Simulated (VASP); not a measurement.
# Er (Fm-3m) in VASP: a series of runs

Runs on Er. Level: PBE. Tasks: single point.

Everything below comes from runs of VASP 6.6.1. Logs are shortened: lines on timing, memory, paths and dates and some standing lists are left out, and cuts for length are marked.

**1. Starting point**

It takes space group Fm-3m (No. 225, cubic). The conventional cell has a = 4.960 Å, b = 4.960 Å, c = 4.960 Å, α = 90.00°, β = 90.00°, γ = 90.00°. Around Er (site symmetry m-3m) lie 12 Er at 3.51 Å.

This isn't the form of Er at room conditions, which is hcp.

**2. Single point, PBE, collinear spin, ferromagnetic start**

INCAR reads:

```
SYSTEM = Er
PREC     = Accurate       ! precision mode
ENCUT    = 450            ! plane-wave cutoff, eV
EDIFF    = 1E-6           ! SCF threshold, eV
ISMEAR   = 0              ! smearing method
SIGMA    = 0.02           ! smearing width, eV
LREAL    = .False.        ! projectors in reciprocal space
LASPH    = .True.         ! aspherical terms in the spheres
NELM     = 100            ! most SCF steps
ALGO     = Normal         ! electronic algorithm
ISIF     = 2              ! what is computed and relaxed
LWAVE    = .False.        ! write WAVECAR
LCHARG   = .False.        ! write CHGCAR
ISPIN    = 2              ! spin polarisation
MAGMOM   = 3              ! initial moments
LORBIT   = 11             ! projections on sites
LMAXMIX  = 6              ! l up to which the mixer works
GGA      = PE             ! functional
ADDGRID  = .False.
```

KPOINTS reads:

```
Automatic mesh
0
Gamma
  10 10 10
  0 0 0
```

POSCAR reads:

```
Er
1.0
   -0.0089250000      2.4571370000      2.4791170000
    2.4542050000     -0.0023290000      2.4725200000
    2.4870360000      2.4833720000     -0.0351600000
Er
1
Direct
   -0.0043710000     -0.0077920000     -0.0181410000
```

Potentials or basis: VASP PAW PBE potentials, release 64 (Er_3), 4f in core.

Run with:

```bash
> cat potpaw_PBE.64/Er_3/POTCAR > POTCAR
> mpirun -np 1 vasp_std > vasp.out
```

OUTCAR:

```text
SYSTEM = Er
   PREC = Accurate
   ENCUT = 450
   EDIFF = 1E-6
   ISMEAR = 0
   LREAL = .False.
   LASPH = .True.
   NELM = 100
   ISIF = 2
   ISPIN = 2
   LORBIT = 11
   GGA = PE

 Found    504 irreducible k-points:

 Following reciprocal coordinates:
            Coordinates               Weight
  0.000000  0.000000  0.000000      1.000000
  0.100000  0.000000 -0.000000      2.000000
  0.200000  0.000000 -0.000000      2.000000
  0.300000  0.000000 -0.000000      2.000000
  0.400000  0.000000 -0.000000      2.000000
  0.500000  0.000000 -0.000000      1.000000
   k-points           NKPTS =    504   k-points in BZ     NKDIM =    504   number of bands    NBANDS=     10
   number of dos      NEDOS =    301   number of ions     NIONS =      1
   total plane-waves  NPLWV =  13824
   dimension x,y,z NGX =    24 NGY =   24 NGZ =   24
   dimension x,y,z NGXF=    48 NGYF=   48 NGZF=   48
   ions per type =               1
   NGX,Y,Z   is equivalent  to a cutoff of  11.43, 11.45, 11.35 a.u.
   NGXF,Y,Z  is equivalent  to a cutoff of  22.86, 22.91, 22.70 a.u.
 SYSTEM =  Er
   PREC   = accura    normal or accurate (medium, high low for compatibility)
   ISTART =      0    job   : 0-new  1-cont  2-samecut
   ICHARG =      2    charge: 1-file 2-atom 10-const
   ISPIN  =      2    spin polarized calculation?
   LNONCOLLINEAR =      F non collinear calculations
   LSORBIT =      F    spin-orbit coupling
   LASPH  =      T    aspherical Exc in radial PAW
   ENCUT  =  450.0 eV  33.07 Ry    5.75 a.u.   6.04  6.03  6.08*2*pi/ulx,y,z
   NELM   =    100;   NELMIN=  2; NELMDL= -5     # of ELM steps
   EDIFF  = 0.1E-05   stopping-criterion for ELM
   LREAL  =      F    real-space projection
   EDIFFG = 0.1E-04   stopping-criterion for IOM
   NSW    =      0    number of steps for IOM
   IBRION =     -1    ionic relax: 0-MD 1-quasi-New 2-CG
   NFREE  =      0    steps in history (QN), initial steepest desc. (CG)
   ISIF   =      2    stress and relaxation
   ISYM   =      2    0-nonsym 1-usesym 2-fastsym
   POTIM  = 0.5000    time-step for ionic-motion
   TEBEG  =    0.0;   TEEND  =   0.0 temperature during run
   PSTRESS=    0.0 pullay stress
   NELECT =       9.0000    total number of electrons
   NUPDOWN=      -1.0000    fix difference up-down
   EMIN   =  10.00;   EMAX   =-10.00  energy-range for DOS
   EFERMI =   0.00;   METHOD = LEGACY
   ISMEAR =     0;   SIGMA  =   0.02  broadening in eV -4-tet -1-fermi 0-gaus
   EFERMI_NEDOS =   21; number of points for ismear=-14 and -15
   IALGO  =     38    algorithm
   IMIX   =      4    mixing-type and parameters
     AMIX     =   0.40;   BMIX     =  1.00
     AMIX_MAG =   1.60;   BMIX_MAG =  1.00
  volume/ion in A,a.u.               =      30.50       205.83
  Fermi-wavevector in a.u.,A,eV,Ry     =   1.089904  2.059619 16.162220  1.187890
  Thomas-Fermi vector in A             =   2.226117
   LORBIT       =     11    0 simple, 1 ext, 2 COOP (PROOUT), +10 PAW based schemes
   GGA     = PE    functional components
   LHFCALC =     F    Hartree Fock is set to
   AEXX    =    0.0000 exact exchange contribution
   IVDW    =     0    specifies the selected vdW correction
   LEPSILON=     F    determine dielectric tensor
   LRPA    =     F    only Hartree local field effects (RPA)
 spin polarized calculation
 Gauss-broadening in eV      SIGMA  =   0.02
  energy-cutoff  :      450.00
  volume of cell :       30.50
 maximum number of plane-waves:       672
   NGX = 13   NGY = 13   NGZ = 13

 number of electron       9.0000000 magnetization      -0.0012821

 number of electron       9.0000000 magnetization       0.0002355

 Free energy of the ion-electron system (eV)
  ---------------------------------------------------
  ext. energy  EPLUGINS =         0.00000000
  ---------------------------------------------------
  free energy    TOTEN  =        -4.46683301 eV

  energy without entropy =       -4.46652422  energy(sigma->0) =       -4.46667862

 E-fermi :   3.0376     XC(G=0):  -9.8735

 val. band max:        3.0376115716   @ k =   0.0000   0.4000   0.2000
 cond. band min:       3.0395735893   @ k =  -0.4000   0.4000   0.2000
 fundamental gap:      0.0019620177
 Fermi energy:         3.0376470744

 spin component 1

 k-point     1 :       0.0000    0.0000    0.0000
  band No.  band energies     occupation
      1     -21.3099      1.00000
      2     -21.2971      1.00000
      3     -21.2920      1.00000
      4      -2.4828      1.00000
      5       4.9237      0.00000
      6       5.1643      0.00000
      7       5.1906      0.00000
      8       7.3896      0.00000
      9       7.5011      0.00000
     10      12.6413      0.00000

 k-point     2 :       0.1000    0.0000   -0.0000
  band No.  band energies     occupation
      1     -21.3595      1.00000
      2     -21.3153      1.00000
      3     -21.3008      1.00000
      4      -2.2055      1.00000
      5       4.7782      0.00000
      6       5.1214      0.00000
      7       5.3259      0.00000
      8       7.2457      0.00000
      9       7.3381      0.00000
     10      13.2700      0.00000

 k-point     3 :       0.2000    0.0000   -0.0000
  band No.  band energies     occupation
      1     -21.5157      1.00000
      2     -21.3335      1.00000
      3     -21.3233      1.00000
      4      -1.4432      1.00000
      5       4.1672      0.00000
      6       5.2804      0.00000
      7       5.5270      0.00000
      8       7.1709      0.00000
      9       7.2177      0.00000
     10      13.2441      0.00000

 k-point     4 :       0.3000    0.0000   -0.0000
  band No.  band energies     occupation
      1     -21.7024      1.00000
      2     -21.3558      1.00000
      3     -21.3506      1.00000
      4      -0.4292      1.00000
      5       3.6874      0.00000
      6       5.1408      0.00000
      7       5.3751      0.00000
      8       7.6997      0.00000
      9       7.8096      0.00000
     10      12.1603      0.00000

 k-point     5 :       0.4000    0.0000   -0.0000
  band No.  band energies     occupation
      1     -21.8485      1.00000
      2     -21.3747      1.00000
      3     -21.3717      1.00000
      4       0.3959      1.00000
      5       3.6365      0.00000
      6       4.8801      0.00000
      7       5.1091      0.00000
      8       8.5900      0.00000
      9       8.7870      0.00000
     10      11.5146      0.00000

 k-point     6 :       0.5000    0.0000   -0.0000
  band No.  band energies     occupation
      1     -21.9032      1.00000
      2     -21.3826      1.00000
      3     -21.3790      1.00000
      4       0.6726      1.00000
      5       3.7779      0.00000
      6       4.7701      0.00000
      7       4.9998      0.00000
      8       9.0674      0.00000
      9       9.3130      0.00000
     10      11.3738      0.00000

 [... further k-points ...]

 spin component 2

 k-point     1 :       0.0000    0.0000    0.0000
  band No.  band energies     occupation
      1     -21.3098      1.00000
      2     -21.2970      1.00000
      3     -21.2919      1.00000
      4      -2.4827      1.00000
      5       4.9240      0.00000
      6       5.1642      0.00000
      7       5.1907      0.00000
      8       7.3897      0.00000
      9       7.5011      0.00000
     10      12.6419      0.00000

 k-point     2 :       0.1000    0.0000   -0.0000
  band No.  band energies     occupation
      1     -21.3595      1.00000
      2     -21.3152      1.00000
      3     -21.3008      1.00000
      4      -2.2054      1.00000
      5       4.7785      0.00000
      6       5.1214      0.00000
      7       5.3261      0.00000
      8       7.2457      0.00000
      9       7.3381      0.00000
     10      13.2706      0.00000

 k-point     3 :       0.2000    0.0000   -0.0000
  band No.  band energies     occupation
      1     -21.5157      1.00000
      2     -21.3334      1.00000
      3     -21.3232      1.00000
      4      -1.4431      1.00000
      5       4.1673      0.00000
      6       5.2804      0.00000
      7       5.5272      0.00000
      8       7.1709      0.00000
      9       7.2177      0.00000
     10      13.2443      0.00000

 k-point     4 :       0.3000    0.0000   -0.0000
  band No.  band energies     occupation
      1     -21.7023      1.00000
      2     -21.3557      1.00000
      3     -21.3506      1.00000
      4      -0.4290      1.00000
      5       3.6875      0.00000
      6       5.1408      0.00000
      7       5.3753      0.00000
      8       7.6998      0.00000
      9       7.8096      0.00000
     10      12.1605      0.00000

 k-point     5 :       0.4000    0.0000   -0.0000
  band No.  band energies     occupation
      1     -21.8484      1.00000
      2     -21.3746      1.00000
      3     -21.3716      1.00000
      4       0.3962      1.00000
      5       3.6365      0.00000
      6       4.8801      0.00000
      7       5.1093      0.00000
      8       8.5901      0.00000
      9       8.7871      0.00000
     10      11.5147      0.00000

 k-point     6 :       0.5000    0.0000   -0.0000
  band No.  band energies     occupation
      1     -21.9031      1.00000
      2     -21.3825      1.00000
      3     -21.3789      1.00000
      4       0.6729      1.00000
      5       3.7778      0.00000
      6       4.7701      0.00000
      7       5.0000      0.00000
      8       9.0675      0.00000
      9       9.3131      0.00000
     10      11.3739      0.00000

 [... further k-points ...]
[... 5 lines left out ...]
  --------------------------------------------------------------------------------------
  -------------------------------------------------------------------------------------
  Total       -0.0369478     -0.0378775     -0.0502000     -0.0635715      0.0691309      0.1034750
  in kB       -1.9408695     -1.9897092     -2.6370097     -3.3394147      3.6314513      5.4355442
  external PRESSURE =      -2.1891962 kB  Pullay stress =       0.0000000 kB

 VOLUME and BASIS-vectors are now :
 -----------------------------------------------------------------------------
  energy-cutoff  :      450.00
  volume of cell :       30.50
      direct lattice vectors                 reciprocal lattice vectors
    -0.008925000  2.457137000  2.479117000    -0.201313527  0.204442392  0.200014888
     2.454205000 -0.002329000  2.472520000     0.204685885 -0.202140878  0.201085569
     2.487036000  2.483372000 -0.035160000     0.199378760  0.200206110 -0.197713292

 POSITION                                       TOTAL-FORCE (eV/Angst)
 -----------------------------------------------------------------------------------
      4.86811      4.88241      4.88701         0.000000      0.000000     -0.000000
 -----------------------------------------------------------------------------------
    total drift:                               -0.000002     -0.000001     -0.000000

  FREE ENERGIE OF THE ION-ELECTRON SYSTEM (eV)
  ---------------------------------------------------
  free  energy   TOTEN  =        -4.4668330148 eV

  energy  without entropy=       -4.4665242205  energy(sigma->0) =       -4.46667862

 total charge

# of ion       s       p       d       tot
------------------------------------------
    1        0.514   6.494   1.110   8.118

 magnetization (x)

# of ion       s       p       d       tot
------------------------------------------
    1       -0.000   0.000   0.000   0.000
```

It took 67 s on 1 thread of Intel Xeon 6975P-C (Granite Rapids), shared host; peak memory 0.3 GiB.

These settings aren't checked as converged: the numbers below hold their error.

Results:

| Item | Value |
| --- | --- |
| Free energy | -4.4668 eV |
| Pressure | -0.2 GPa |
| Band gap on the k mesh | none (metal or under the smearing width) |
| Net moment | 0.00 μB per cell |
| Valence electrons inside the program's atomic spheres | Er 8.12 |

Caveat: the magnetic or orbital state may not be the lowest; spin-orbit coupling is left out, which moves the levels of the heavy elements; the 4f electrons are frozen in the core as for a trivalent ion, so they carry no moment and show no levels.

**3. Single point, PBE, collinear spin, ferromagnetic start**

INCAR: that of step 2 with these lines changed.

```diff
@@ -4,4 +4,4 @@
 EDIFF    = 1E-6           ! SCF threshold, eV
-ISMEAR   = 0              ! smearing method
-SIGMA    = 0.02           ! smearing width, eV
+ISMEAR   = -5             ! smearing method
+SIGMA    = 0.2            ! smearing width, eV
 LREAL    = .False.        ! projectors in reciprocal space
```

KPOINTS is that of step 2.

POSCAR reads:

```
Er
1.0
    0.0000000000      2.4798434248      2.4798434248
    2.4798434248      0.0000000000      2.4798434248
    2.4798434248      2.4798434248      0.0000000000
Er
1
Direct
    0.0000000000      0.0000000000      0.0000000000
```

Potentials or basis: VASP PAW PBE potentials, release 64 (Er_3), 4f in core.

Run with:

```bash
> cat potpaw_PBE.64/Er_3/POTCAR > POTCAR
> mpirun -np 1 vasp_std > vasp.out
```

OUTCAR:

```text
SYSTEM = Er
   PREC = Accurate
   ENCUT = 450
   EDIFF = 1E-6
   ISMEAR = -5
   LREAL = .False.
   LASPH = .True.
   NELM = 100
   ISIF = 2
   ISPIN = 2
   LORBIT = 11
   GGA = PE

 Found     47 irreducible k-points:

 Following reciprocal coordinates:
            Coordinates               Weight
  0.000000  0.000000  0.000000      1.000000
  0.100000  0.000000  0.000000      8.000000
  0.200000  0.000000  0.000000      8.000000
  0.300000  0.000000  0.000000      8.000000
  0.400000  0.000000  0.000000      8.000000
  0.500000  0.000000  0.000000      4.000000
   k-points           NKPTS =     47   k-points in BZ     NKDIM =     47   number of bands    NBANDS=     10
[... 244 lines left out ...]
  -------------------------------------------------------------------------------------
  Total       -0.0175531     -0.0175531     -0.0175531      0.0000000      0.0000000     -0.0000000
  in kB       -0.9220661     -0.9220661     -0.9220661      0.0000000      0.0000000     -0.0000000
  external PRESSURE =      -0.9220661 kB  Pullay stress =       0.0000000 kB

 VOLUME and BASIS-vectors are now :
 -----------------------------------------------------------------------------
  energy-cutoff  :      450.00
  volume of cell :       30.50
      direct lattice vectors                 reciprocal lattice vectors
     0.000000000  2.479843425  2.479843425    -0.201625633  0.201625633  0.201625633
     2.479843425  0.000000000  2.479843425     0.201625633 -0.201625633  0.201625633
     2.479843425  2.479843425  0.000000000     0.201625633  0.201625633 -0.201625633

 POSITION                                       TOTAL-FORCE (eV/Angst)
 -----------------------------------------------------------------------------------
      0.00000      0.00000      0.00000         0.000000      0.000000      0.000000
 -----------------------------------------------------------------------------------
    total drift:                                0.000000      0.000000      0.000000

  FREE ENERGIE OF THE ION-ELECTRON SYSTEM (eV)
  ---------------------------------------------------
  free  energy   TOTEN  =        -4.4685723009 eV

  energy  without entropy=       -4.4685723009  energy(sigma->0) =       -4.46857230

 total charge

# of ion       s       p       d       tot
------------------------------------------
    1        0.514   6.500   1.105   8.120

 magnetization (x)

# of ion       s       p       d       tot
------------------------------------------
    1       -0.000   0.000   0.000   0.000
```

It took 12 s on 1 thread of Intel Xeon 6975P-C (Granite Rapids), shared host; peak memory 0.15 GiB.

The run converged, but some of its settings lie outside the range that counts as converged, so its numbers aren't taken as properties of the crystal.

Results:

```yaml
Free_energy: -4.4686 eV
Pressure: -0.1 GPa
Band_gap_on_the_k_mesh: none (metal or under the smearing width)
Net_moment: 0.00 μB per cell
Valence_electrons_inside_the_program's_atomic_spheres: Er 8.12
```

Caveat: the magnetic or orbital state may not be the lowest; spin-orbit coupling is left out, which moves the levels of the heavy elements; the 4f electrons are frozen in the core as for a trivalent ion, so they carry no moment and show no levels; tetrahedron occupations give inexact forces and stress in metals.

**4. The reference run**

An earlier run on the cell as given: functional PBE; potentials or basis VASP PAW PBE potentials, release 64 (Er); cutoff 520 eV; k mesh 9 × 9 × 9; occupations fermi-dirac, width 0.05 eV; collinear spin, ferromagnetic start; starting moments [3.0] μB.

* Pressure: 2.8 GPa
* Band gap on the k mesh: none (metal or under the smearing width)
* Net moment: 2.42 μB per cell
* Site moments: Er +2.43 μB
* Valence electrons inside the program's atomic spheres: Er 19.66
